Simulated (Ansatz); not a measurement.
Take a crystal in which Sb has been replaced by As on all its sites, with the cell rescaled by a rough guess (in some cases also distorted within its space group) and nothing relaxed:

```
As
1.0
     1.91118    1.10342    3.32718
    -1.91118    1.10342    3.32718
     0.00000   -2.20684    3.32718
As
2
Direct
  0.23364 0.23364 0.23364
  0.76636 0.76636 0.76636
```

Computed with Ansatz 0.2.0, DFT PBE, scalar-relativistic, plane waves, PAW.

Cutoff 420 eV; k points 15×15×15 on the computed 2-atom cell (Γ-centred); Gaussian smearing, width 0.10 eV; no spin polarisation.

(1) What pressure does the cell carry?

(2) Is it a metal on this mesh?

Answers

(1) The pressure is 1.1 GPa (positive in compression), so the cell would expand.

(2) Yes, a band crosses the Fermi level.